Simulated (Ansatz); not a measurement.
# Te: do energies and stresses tell the same story?

Theory: DFT PBEsol, scalar-relativistic, plane waves, PAW (Ansatz).

Cutoff 420 eV; k points 12×12×8 on the computed 3-atom cell (Γ-centred); Gaussian smearing, width 0.10 eV; no spin polarisation.

Relaxed cell: P3_121, a = 4.319 Å, b = 4.319 Å, c = 5.951 Å, α = 90.00°, β = 90.00°, γ = 120.00°, 3 atoms in the primitive cell.

Energies at zero smearing and pressures from the stress tensor, at volumes with shape and atoms relaxed:
```
V (Å³/atom) E − E(first) (meV/atom) P (GPa)
     30.118                     0.00     2.53
     31.079                   -10.75     1.11
     32.041                   -13.90     0.00
     33.002                   -11.16    -0.85
     33.963                    -3.97    -1.48
```

Question: Check P = −dE/dV between neighbouring volumes, and get the bulk modulus from the pressures alone.

Answer: With 1 eV/Å³ = 160.2 GPa:
```tsv
middle V (Å³/atom)	−ΔE/ΔV (GPa)	mean P (GPa)
30.599	1.792	1.820
31.560	0.524	0.555
32.521	-0.457	-0.425
33.483	-1.197	-1.166
```

The two differ by 0.03 GPa at most. The mean of two end pressures misses the average over a step by about ΔV² P″/12, up to 0.03 GPa here; with that taken off 0.02 GPa remains. Around V = 32.041 Å³/atom, the two neighbours give B = −V ΔP/ΔV = 32.041 × 1.96 / 1.922 = 32.7 GPa, against B0 = 32.5 GPa from the Birch–Murnaghan fit of the energies.